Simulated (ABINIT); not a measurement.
The system is GaP.

```
Ga P
1.0
     0.00000    2.72525    2.72525
     2.72525    0.00000    2.72525
     2.72525    2.72525    0.00000
Ga P
1 1
Direct
  0.00000 0.00000 0.00000
  0.75000 0.75000 0.75000
```

```yaml
Program: ABINIT 10.8.3 (patched build)
Task: relaxation of cell and atoms
Functional: PBE
Potentials_or_basis: Ansatz PAW PBE default generated set, frozen core
Cutoff: 419 eV
k_mesh: 6 × 6 × 6
Occupations: fermi-dirac, width 0.05 eV
Spin: spin-orbit coupling, no magnetisation
```

At the start: pressure 2.5 GPa; volume 20.24 Å³/atom.

Question: How do energy, volume and symmetry change on relaxing?

Answer: Over 4 steps the energy falls by 4.8 meV/atom and the volume is 20.87 Å³/atom (+3.1 %); space group F-43m (No. 216, to 0.05 Å).

Step by step:
```tsv
step	energy change (eV)	largest force (eV/Å)	pressure (GPa)	volume (Å³)
1	0.0000	0.0000	2.52	40.48
2	-0.0043	0.0000	1.85	40.79
3	-0.0096	0.0000	0.07	41.69
4	-0.0096	0.0000	0.00	41.73
```

Final structure:
```cif
data_structure
_symmetry_space_group_name_H-M 'P 1'
_symmetry_Int_Tables_number 1
_cell_length_a 3.8934
_cell_length_b 3.8934
_cell_length_c 3.8934
_cell_angle_alpha 60.000
_cell_angle_beta 60.000
_cell_angle_gamma 60.000
_cell_volume 41.73
loop_
_atom_site_label
_atom_site_type_symbol
_atom_site_fract_x
_atom_site_fract_y
_atom_site_fract_z
_atom_site_occupancy
Ga1 Ga 0.00000 0.00000 0.00000 1
P1 P 0.75000 0.75000 0.75000 1
```

Caveat: the atomic spheres overlap.
